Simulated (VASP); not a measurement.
Input of a VASP 6.6.1 run:

The input INCAR:

```
SYSTEM = PbSe
ALGO     = Fast           ! electronic algorithm
EDIFF    = 1E-6           ! SCF threshold, eV
ENCUT    = 520            ! plane-wave cutoff, eV
GGA      = CA             ! functional
ISIF     = 2              ! what is computed and relaxed
ISMEAR   = 0              ! smearing method
LASPH    = .True.         ! aspherical terms in the spheres
LCHARG   = .True.         ! write CHGCAR
LELF     = .True.         ! ELF
LREAL    = .False.        ! projectors in reciprocal space
LVHAR    = .True.       
LWAVE    = .False.        ! write WAVECAR
NBANDS   = 17             ! bands
NELM     = 100            ! most SCF steps
PREC     = Accurate       ! precision mode
SIGMA    = 0.05           ! smearing width, eV
```

The input KPOINTS:

```
k-points
0
Gamma
  4 4 4
  0 0 0
```

POSCAR

```
PbSe
1.0
    0.0000000000      3.3517954905      3.3517954905
    3.3517954905      0.0000000000      3.3517954905
    3.3517954905      3.3517954905      0.0000000000
Pb Se
1 1
Direct
    0.0000000000      0.0000000000      0.0000000000
    0.2500000000      0.2500000000      0.2500000000
```

Potentials or basis: VASP PAW LDA potentials, release 64 (Pb_d, Se).

The run is started by

```console
$ cat potpaw_LDA.64/Pb_d/POTCAR potpaw_LDA.64/Se/POTCAR > POTCAR
$ mpirun -np 1 vasp_std > vasp.out
```

(1) What does it give for the pressure?

(2) Estimate the band gap on the k mesh.

## Answers

(1) 0.1 GPa.

(2) 0.29 eV, indirect (least direct gap 0.93 eV).

Caveat: spin-orbit coupling is left out, which as a rule narrows the gap of such compounds by several tenths of an eV.
